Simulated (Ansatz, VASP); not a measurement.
Two plane-wave programs on Ag

```xyz
1
Lattice="-1.6219 1.6219 1.6219 1.6219 -1.6219 1.6219 1.6219 1.6219 -1.6219" Properties=species:S:1:pos:R:3 pbc="T T T"
Ag    0.0000    0.0000    0.0000
```

This isn't the form of Ag at room conditions, which is fcc.

Alike in both runs: task single point; functional PBEsol; k mesh 11 × 11 × 11; occupations fermi-dirac, width 0.05 eV; no spin polarisation.

|  | VASP | Ansatz |
| --- | --- | --- |
| version | VASP 6.6.1 | Ansatz 0.2.0 |
| potentials or method | VASP PAW PBE potentials, release 64 (Ag) | Ansatz PAW |
| plane-wave cutoff (eV) | 520 | 420 |
| valence electrons in the cell | 11 | 19 |

VASP gave:

```
gap on the k mesh at the Fermi level (eV) : none
pressure (GPa)                            : -1.9
```

Problem. Which values does Ansatz return?

Solution. gap on the k mesh at the Fermi level (eV): none; pressure (GPa): -1.8.

A gap of «none» marks a metal or a gap that the smearing closes. The functional is the same, so the differences come from potentials, cutoffs and numerics. The two sets of potentials don't hold the same shells in valence.

Caveats: the PAW data sets were made with another functional, which shifts forces and pressure a little (VASP); the PAW data sets come from PBE, with cores solved anew for the run's functional, which leaves a small shift of forces and pressure (Ansatz).
